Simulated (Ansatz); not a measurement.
# BaS: how strain makes field gradients

```
CELL_PARAMETERS angstrom
0.00000 3.19375 3.19375
3.19375 0.00000 3.19375
3.19375 3.19375 0.00000
ATOMIC_POSITIONS crystal
Ba 0.00000 0.00000 0.00000
S 0.50000 0.50000 0.50000
```

Atom numbers follow the list: Ba1, S2.

The cell is COD entry 9008600, as deposited and not checked against the literature; nothing was relaxed.

These are results of DFT, PBEsol, all-electron PAW with datasets made for the crystal, scalar-relativistic in Ansatz 0.2.0, not measurements.

Sampling and basis: a Γ-centred 8×8×8 k mesh, Fermi–Dirac smearing of 0.02 eV, cutoff 260 eV (chosen by the program for this cell), no spin polarisation.

The strain is applied along the Cartesian axes of the cell as listed (the other components stay zero). Fractional coordinates are held (clamped ions).

The columns are Cartesian components of the electric field gradient at the nuclei, in 10²¹ V/m².

No spin–orbit coupling: at heavy atoms the gradients can be off by tens of per cent for that reason.

Only quantities that a quadratic follows smoothly over the whole series are listed; rougher ones are left out.

```
    εzz  Vzz at Ba1  Vzz at S2
-0.0300       -4.08      -1.21
-0.0200       -2.64      -0.78
-0.0100       -1.28      -0.38
 0.0000        0.00       0.00
 0.0100        1.21       0.36
 0.0300        3.43       1.00
```

**Question.** Fit the series and give the gradient–strain slopes.

**Answer.** Least-squares fits y = p0 + p1 x + p2 x² to the rows give Vzz at Ba1: p1 = 125, p2 = -360; Vzz at S2: p1 = 36.8, p2 = -120. The slopes p1 are in 10²¹ V/m² per unit strain, for clamped ions.

**Question.** One run, at εzz = 0.0200, is withheld. Predict its row.

**Answer.** The fits give 2.36, 0.69; the run gave 2.35, 0.69.
